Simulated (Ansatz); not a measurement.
## Random displacements in SnO

Level of theory: DFT LDA, scalar-relativistic, plane waves, PAW in Ansatz 0.2.0. Settings: plane waves to 420 eV, k-mesh 8×6×6 (Γ-centred), Gaussian smearing 0.05 eV. No spin polarisation. Energies are free energies at this smearing, counted from the undisturbed cell; pressure is positive in compression.

Zero of the scan (as given, not relaxed at this level; this form isn't the usual structure):

```yaml
crystal:
  lattice:
    - [3.35500, 0.00000, 0.00000]
    - [0.00000, 5.67410, 0.00000]
    - [0.00000, 0.00000, 4.22197]
  atoms:
    - { symbol: Sn, position: [0.00000, 0.23191, 0.51314] }
    - { symbol: Sn, position: [0.50000, 0.76809, 0.01314] }
    - { symbol: O, position: [0.00000, 0.89125, 0.73686] }
    - { symbol: O, position: [0.50000, 0.10875, 0.23686] }
```

The cell holds layers and no dispersion correction was added, so their binding is poorly described.

The atoms are displaced (Å, in the unstrained cell):

| atom | ux | uy | uz |
| --- | --- | --- | --- |
| Sn1 | 0.027 | -0.001 | -0.008 |
| Sn2 | 0.019 | 0.067 | -0.018 |
| O3 | -0.020 | -0.022 | 0.010 |
| O4 | -0.026 | -0.044 | 0.016 |

Strain (Voigt, engineering shear): (-0.0180, -0.0006, -0.0554, 0.0042, 0.0713, 0.0206).

Task: What are the energy change, the stress and the forces?

Result: ΔE = 34.8 meV/atom; stress (xx, yy, zz, yz, xz, xy; compression positive) (5.54, 3.48, 3.66, 0.68, -6.18, -0.66) GPa; gap on the mesh 1.37 eV.
```
atom Fx (eV/Å) Fy Fz
 Sn1      -1.08   0.38   0.54
 Sn2      -1.04  -1.69   0.74
  O3       1.12   0.98  -0.95
  O4       1.01   0.33  -0.33
```

Cost: 1 run of about 0.36 core-minutes, on Arm Neoverse V2 (shared hosts).